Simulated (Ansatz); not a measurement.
HfO2:

```
CELL_PARAMETERS angstrom
5.11800 0.00000 0.00000
0.00000 5.18570 0.00000
-0.85866 0.00000 5.21387
ATOMIC_POSITIONS crystal
Hf 0.27550 0.46030 0.70800
Hf 0.72450 0.96030 0.79200
Hf 0.72450 0.53970 0.29200
Hf 0.27550 0.03970 0.20800
O 0.07420 0.16840 0.84670
O 0.92580 0.66840 0.65330
O 0.92580 0.83160 0.15330
O 0.07420 0.33160 0.34670
O 0.44870 0.74190 0.98010
O 0.55130 0.24190 0.51990
O 0.55130 0.25810 0.01990
O 0.44870 0.75810 0.48010
```

- Program: Ansatz 0.2.0
- Task: relaxation of cell and atoms
- Functional: r2SCAN
- Dispersion: D4
- Potentials or basis: Ansatz PAW
- Cutoff: 500 eV (not typed: the program's choice for these potentials)
- k mesh: 5 × 5 × 5
- Occupations: fermi-dirac, width 0.05 eV
- Spin: no spin polarisation

At the start: volume 11.53 Å³/atom.

Problem. Where does the relaxation end?

Solution. It ends after 7 steps and the volume is 11.47 Å³/atom (-0.6 %); space group P2_1/c (No. 14, to 0.05 Å).

Step by step:
| step | energy change (eV) | largest force (eV/Å) | volume (Å³) |
| --- | --- | --- | --- |
| 1 | 0.0000 | 0.4587 | 138.38 |
| 2 | -0.0027 | 0.2554 | 137.50 |
| 3 | -0.0268 | 0.0729 | 137.72 |
| 4 | -0.0283 | 0.0820 | 137.74 |
| 5 | -0.0290 | 0.0184 | 137.62 |
| 6 | -0.0291 | 0.0018 | 137.62 |
| 7 | -0.0287 | 0.0018 | 137.62 |

Final structure:
```
Hf O
1.0
     5.10204    0.00000   -0.00289
     0.00000    5.17848    0.00000
    -0.85893    0.00000    5.20914
Hf O
4 8
Direct
  0.27639 0.45833 0.70825
  0.72361 0.95833 0.79175
  0.72361 0.54167 0.29175
  0.27639 0.04167 0.20825
  0.07137 0.16367 0.84177
  0.92863 0.66367 0.65823
  0.92863 0.83633 0.15823
  0.07137 0.33633 0.34177
  0.44747 0.74200 0.97919
  0.55253 0.24200 0.52081
  0.55253 0.25800 0.02081
  0.44747 0.75800 0.47919
```

Caveat: the plane-wave basis is chosen anew once the cell has moved, so the energies of steps on either side of that aren't comparable; the PAW data sets come from PBE, with cores solved anew for the run's functional, which leaves a small shift of forces and pressure.
